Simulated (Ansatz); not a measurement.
The system is LiCl.

```
Cl Li
1.0
     0.00000    2.56477    2.56477
     2.56477    0.00000    2.56477
     2.56477    2.56477    0.00000
Cl Li
1 1
Direct
  0.50000 0.50000 0.50000
  0.00000 0.00000 0.00000
```

Base run:

- Program: Ansatz 0.2.0
- Functional: revPBE
- Potentials or basis: all-electron LAPW, scalar-relativistic
- Cutoff: 161 eV
- Density cutoff: 643 eV
- Basis error allowed: 0.001 eV/atom
- k mesh: 9 × 9 × 9
- Occupations: fermi-dirac, width 0.05 eV
- Spin: no spin polarisation

Its results: band gap on the k mesh 6.53 eV, direct; pressure 2.1 GPa.

After a change of settings the same cell gave: band gap on the k mesh 6.47 eV, direct; pressure 2.0 GPa. Which change was it?
A. functional from revPBE to BLYP
B. functional from revPBE to LDA; occupations from fermi-dirac, width 0.05 eV to gaussian, width 0.1 eV
C. functional from revPBE to PBE; occupations from fermi-dirac, width 0.05 eV to gaussian, width 0.024 eV
D. functional from revPBE to PBEsol

A.

Not every run made on this cell is shown here.
